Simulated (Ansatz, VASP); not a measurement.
**Al in VASP and in Ansatz**

The input INCAR:

```
SYSTEM = Al
  PREC = Accurate
  ENCUT = 520
  EDIFF = 1E-6
  ISMEAR = -1
  SIGMA = 0.1
  LREAL = .FALSE.
  LASPH = .TRUE.
  NELM = 60
  ALGO = Normal
  ISIF = 2
  LWAVE = .FALSE.
  LCHARG = .FALSE.
  GGA = B5
  ALDAX = 1.0
  AGGAX = 1.0
  AGGAC = 1.0
  ALDAC = 0.0
  NBANDS = 10
```

File KPOINTS:

```
regular mesh
0
G
  10 10 10
  0 0 0
```

The input POSCAR:

```
Al
1.0
    0.0000000000      3.0375234716      3.0375234716
    3.0375234716      0.0000000000      3.0375234716
    3.0375234716      3.0375234716      0.0000000000
Al
2
Direct
    0.1250000000      0.1250000000      0.1250000000
    0.8750000000      0.8750000000      0.8750000000
```

Input for Ansatz:

```yaml
crystal:
  lattice:
    - [0.0, 3.0375234716, 3.0375234716]
    - [3.0375234716, 0.0, 3.0375234716]
    - [3.0375234716, 3.0375234716, 0.0]
  atoms:
    - { symbol: Al, position: [0.125, 0.125, 0.125] }
    - { symbol: Al, position: [0.875, 0.875, 0.875] }
hamiltonian:
  xc: blyp
  pseudopotentials:
    kind: paw
    azcp:
      Al: "pseudopotentials/Al.paw.azcp"
basis:
  ecutwfc: 420
  fft_grid_basis: typed
kpoints:
  mp_grid: { grid: [10, 10, 10], shift: [0, 0, 0] }
magnetization:
  spin_polarized: false
scf:
  occupations: { method: fermi_dirac, width: 0.1 }
  lower_state_search: "off"
output:
  stress: true
  write_density: true
  write_potential: true
  elf: true
  volumetric_format: npy
```

Alike in both runs: task single point; functional BLYP; k mesh 10 × 10 × 10; occupations fermi-dirac, width 0.1 eV; no spin polarisation.

```csv
,VASP,Ansatz
version,VASP 6.6.1,Ansatz 0.2.0
potentials or method,"VASP PAW PBE potentials, release 64 (Al)","plane waves (420 eV) with PAW, scalar-relativistic"
plane-wave cutoff (eV),520,420
valence electrons in the cell,6,6
```

```tsv
	VASP	Ansatz	Ansatz less VASP
pressure (GPa)	1.4	1.4	-0.06
```

Caveats: the PAW data sets were made with another functional, which shifts forces and pressure a little (VASP).
